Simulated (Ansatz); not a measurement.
**Li: Li jump into a vacancy**

Method: DFT PBE+D3(BJ), scalar-relativistic, plane waves, PAW in Ansatz 0.2.0. Settings: plane waves to 420 eV, k-mesh 4×4×4 (Γ-centred), Gaussian smearing 0.1 eV. No spin polarisation.

The perfect supercell:

```yaml
crystal:
  lattice:
    - [6.26545, 2.08848, 4.17697]
    - [-6.26545, -2.08848, 4.17697]
    - [2.08848, -6.26545, -4.17697]
  atoms:
    - { symbol: Li, position: [0.05000, 0.35000, 0.90000] }
    - { symbol: Li, position: [0.15000, 0.05000, 0.70000] }
    - { symbol: Li, position: [0.60000, 0.20000, 0.80000] }
    - { symbol: Li, position: [0.10000, 0.70000, 0.80000] }
    - { symbol: Li, position: [0.20000, 0.40000, 0.60000] }
    - { symbol: Li, position: [0.30000, 0.10000, 0.40000] }
    - { symbol: Li, position: [0.55000, 0.85000, 0.90000] }
    - { symbol: Li, position: [0.65000, 0.55000, 0.70000] }
    - { symbol: Li, position: [0.75000, 0.25000, 0.50000] }
    - { symbol: Li, position: [0.00000, 0.00000, 0.00000] }
    - { symbol: Li, position: [0.25000, 0.75000, 0.50000] }
    - { symbol: Li, position: [0.35000, 0.45000, 0.30000] }
    - { symbol: Li, position: [0.45000, 0.15000, 0.10000] }
    - { symbol: Li, position: [0.70000, 0.90000, 0.60000] }
    - { symbol: Li, position: [0.80000, 0.60000, 0.40000] }
    - { symbol: Li, position: [0.90000, 0.30000, 0.20000] }
    - { symbol: Li, position: [0.40000, 0.80000, 0.20000] }
    - { symbol: Li, position: [0.50000, 0.50000, 0.00000] }
    - { symbol: Li, position: [0.85000, 0.95000, 0.30000] }
    - { symbol: Li, position: [0.95000, 0.65000, 0.10000] }
```

Atom 1 (Li) is removed, leaving a vacancy without charge, and atom 2 jumps 2.95 Å into it. The vacancy and the half-way point are each relaxed at fixed cell, keeping their symmetry. The supercell is small.

How high does the half-way point lie?

0.11 eV above the relaxed vacancy, with the jumping atom 0.00 Å off the straight line, where the cell's symmetry pins it, so a bent path, which could be lower, wasn't tried. This is the barrier if that point is a first-order saddle, which wasn't checked.